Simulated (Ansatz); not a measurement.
Wires are cut from relaxed bulk SiC (F-43m, 10.50 Å³/atom, gap on the mesh 1.37 eV); atoms and period are relaxed, and energies count from that bulk.

These are results of DFT PBE, scalar-relativistic, plane waves, PAW (Ansatz), not measurements.

Cutoff 420 eV, Gaussian smearing of 0.05 eV, energies at zero smearing, symmetry of each start kept, collinear spin where a moment is listed.

```
                              start atoms k mesh excess energy (eV per host atom) line energy (eV/Å) period (Å) gap on the mesh (eV) highest filled level or Fermi level under vacuum (eV) size of the moment (μB per cell)
 [110] wire, 14 host atoms a period     14  1×1×11                             0.902               4.026       3.138                     0                                                   4.73                              1.82
[110] wire, 18 host atoms a period*     18  1×1×11                             1.019               5.916       3.100                     0                                                   4.78                              2.00
```

* ends far from its start.

Each run keeps its start's symmetry and one magnetic start, so lower states can exist.

Cost: 2 runs of about 37 core-minutes in all, on Intel Xeon 6975P-C (Granite Rapids) (shared hosts).